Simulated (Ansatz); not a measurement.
We consider zinc-blende AlSb, described by r²SCAN+SOC (plane waves, PAW; Ansatz, a quantum-chemistry and plane-wave program).

Run with plane-wave cutoff 560 eV, 10×10×10 k mesh, Fermi–Dirac smearing 0.01 eV, PAW data made under PBE.

Results at a series of volumes:

| V (Å³/atom) | E − E_lowest (meV/atom) | P (GPa) |
|---|---|---|
| 27.689 | 20.56 | 3.94 |
| 28.278 | 8.80 | 2.48 |
| 28.867 | 2.12 | 1.18 |
| 29.456 | 0.00 | 0.00 |
| 30.045 | 1.97 | -1.05 |
| 30.634 | 7.61 | -2.00 |
| 31.224 | 16.55 | -2.85 |

Q: What bulk modulus B0 and pressure derivative B′ does a third-order Birch–Murnaghan fit give?

A: V0 = 29.457 Å³/atom, B0 = 55.6 GPa, B′ = 4.4 (fit to the energies at full precision).

Measured, for comparison: bulk modulus 58.2 GPa (temperature not stated, not corrected to a static lattice; as tabulated in Toher et al. (2017), arXiv:1611.05714); equilibrium volume per atom 28.77 Å³/atom (low temperature, thermal expansion removed or low-temperature value; zero-point expansion not removed; as tabulated in Zhang et al. (2018), doi:10.1088/1367-2630/aac7f0). Computed (rounded) less measured: bulk modulus -4 %, equilibrium volume per atom +2.4 %.
